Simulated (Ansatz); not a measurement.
# SiO2: the cost of one run

Computed with Ansatz 0.2.0 (DFT PBE, scalar-relativistic, plane waves, PAW, unless a step's input says otherwise).

## (1) The starting structure

Symmetry: I4_122, No. 98, tetragonal system. Conventional cell: a = 5.867 Å, b = 5.867 Å, c = 11.702 Å, α = 90.00°, β = 90.00°, γ = 90.00°. Around Si (site symmetry 2) lie 4 O at 1.57 to 1.69 Å. Around O (site symmetry 2) lie 2 Si at 1.57 Å and 2 O at 1.76 Å. O (site symmetry 2) has 2 Si at 1.69 Å and 2 O at 1.76 Å as nearest neighbours.

Structure file:

```cif
data_structure
_symmetry_space_group_name_H-M 'I4_122'
_symmetry_Int_Tables_number 98
_cell_length_a 5.8670
_cell_length_b 5.8670
_cell_length_c 11.7019
_cell_angle_alpha 90.000
_cell_angle_beta 90.000
_cell_angle_gamma 90.000
_cell_volume 402.80
loop_
_atom_site_label
_atom_site_type_symbol
_atom_site_symmetry_multiplicity
_atom_site_Wyckoff_symbol
_atom_site_fract_x
_atom_site_fract_y
_atom_site_fract_z
_atom_site_occupancy
Si1 Si 8 f 0.86138 0.25000 0.12500 1
O1 O 8 e 0.84787 0.34787 0.25000 1
O2 O 8 c 0.00000 0.00000 0.10516 1
```

A structure generator made this guess: 4-connected net, bridging atoms on its edges, bridges bent (I4_122, No. 98). Lengths come from tabulated atomic sizes and are only a guess.

## (2) Probe: one point on a coarse mesh

input.yaml

```yaml
crystal:
  lattice:
    - [-2.93351857, 2.93351857, 5.85092608]
    - [2.93351857, -2.93351857, 5.85092608]
    - [2.93351857, 2.93351857, -5.85092608]
  atoms:
    - { symbol: Si, position: [0.375, 0.98638201, 0.11138201] }
    - { symbol: Si, position: [0.73638201, 0.125, 0.11138201] }
    - { symbol: Si, position: [0.01361799, 0.625, 0.88861799] }
    - { symbol: Si, position: [0.875, 0.26361799, 0.88861799] }
    - { symbol: O, position: [0.59787369, 0.09787369, 0.19574738] }
    - { symbol: O, position: [0.15212631, 0.84787369, 0.0] }
    - { symbol: O, position: [0.10515689, 0.10515689, 0.0] }
    - { symbol: O, position: [0.64484311, 0.14484311, 0.5] }
    - { symbol: O, position: [0.89484311, 0.89484311, 0.0] }
    - { symbol: O, position: [0.85515689, 0.35515689, 0.5] }
    - { symbol: O, position: [0.84787369, 0.15212631, 0.0] }
    - { symbol: O, position: [0.90212631, 0.40212631, 0.80425262] }
basis:
  ecutwfc: 420
kpoints:
  mp_grid: { grid: [4, 4, 4] }
hamiltonian:
  xc: pbe
scf:
  occupations: { method: gaussian, width: 0.1 }
  lower_state_search: "off"
output:
  forces: true
  stress: true
  eigenvalues: true
```

Launch:

```sh
ansatz run input.yaml --threads 1 --pin off --max-ram 2560MiB --backend cpu --events-out ev --progress --plain --runs-dir out
```

Q: Estimate wall time and peak memory on 1 thread of Intel Xeon 6975P-C (Granite Rapids), shared host.

About 4.6 s, with a peak of 0.47 GiB.
